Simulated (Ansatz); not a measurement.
## A series in volume scale on Al

Results calculated with Ansatz 0.2.0, not measured. Plane-wave DFT, scalar-relativistic PAW made under PBE with cores redone for the functional, no dispersion; the given relaxed cell is scaled uniformly, energy at zero smearing counts from the unscaled cell, pressure at the given Fermi-Dirac smearing is positive in compression.

The cell before it is scaled or strained (space group P6_3/mmc, No. 194):
```
CELL_PARAMETERS angstrom
2.85930 0.00000 0.00000
-1.42970 2.47620 0.00000
0.00000 0.00000 9.48920
ATOMIC_POSITIONS crystal
Al 0.00000 0.00000 0.00000
Al 0.00000 0.00000 0.50000
Al 0.33333 0.66667 0.25000
Al 0.66667 0.33333 0.75000
```

Settings of every row: spin polarised no; functional revPBE; wave cutoff 420 eV; smearing width 0.1 eV; k mesh 14x14x4.

Atom starting moment: 0 on all atoms.

Limits: the cell comes from a prototype or a list of computed structures and needn't be the stable phase.

| row | volume scale | V (Å³/atom) | energy change per atom (meV) | pressure (GPa) |
| --- | --- | --- | --- | --- |
| 1 | 0.88 | 14.781 | 70.85 | 12.83 |
| 2 | 0.92 | 15.453 | 28.76 | 7.58 |
| 3 | 0.96 | 16.125 | ? | ? |
| 4 | 1.04 | 17.468 | 6.23 | -2.7 |
| 5 | 1.08 | 18.14 | 22.55 | -4.85 |
| 6 | 1.12 | 18.812 | 46.84 | -6.53 |

Question: what energy change per atom and pressure should row 3 give?

Worked fit of energy change per atom. Take u = (V_r/V)^(2/3) − 1 with V_r = 17.468 Å³ an atom, which is twice the finite (Eulerian) strain; such expansions in the strain, on which the Birch-Murnaghan equation of state is built, carry the rest volume and the bulk modulus. The shown rows have u = 0.11779, 0.08514, 0, -0.02485, -0.04822. Least squares give energy change per atom = 6.018 − 445.532 × u + 8435 × u² meV; a straight line predicts inner rows, each left out in turn, worse (root mean square 24 against 0.65 meV). The rows lie off it by 0.28, -0.47, 0.21, 0.25, -0.27 (root mean square 0.31 meV). The withheld row has u = 0.05478, so the fit gives 6.018 − 445.532 × (0.05478) + 8435 × (0.05478)² = 6.92 meV.

The calculation gave 6.46 meV. The fit lies 0.46 meV (7.1 % of the value, 0.71 % of the column's range) above it; its largest miss of a shown row is 0.47 meV.

Worked fit of pressure. Take u = (V_r/V)^(2/3) − 1 with V_r = 17.468 Å³ an atom, which is twice the finite (Eulerian) strain; such expansions in the strain, on which the Birch-Murnaghan equation of state is built, carry the rest volume and the bulk modulus. The shown rows have u = 0.11779, 0.08514, 0, -0.02485, -0.04822. Least squares give pressure = −2.72 + 94.11 × u + 320.34 × u² GPa; a straight line predicts inner rows, each left out in turn, worse (root mean square 0.91 against 0.049 GPa). The rows lie off it by 0.02, -0.03, 0.02, 0.01, -0.02. The pressure vanishes at u = 0.0265, or V = 16.8 Å³ an atom, and there the bulk modulus at fixed shape and fractions is B = −V dP/dV = (2/3)(1 + u) dP/du = 76 GPa. Letting shape and atoms relax would as a rule lower it, by much in layered, chain or molecular crystals. The withheld row has u = 0.05478, so the fit gives −2.72 + 94.11 × (0.05478) + 320.34 × (0.05478)² = 3.40 GPa.

The calculation gave 3.37 GPa. The fit lies 0.03 GPa (0.15 % of the column's range) above it; its largest miss of a shown row is 0.03 GPa.
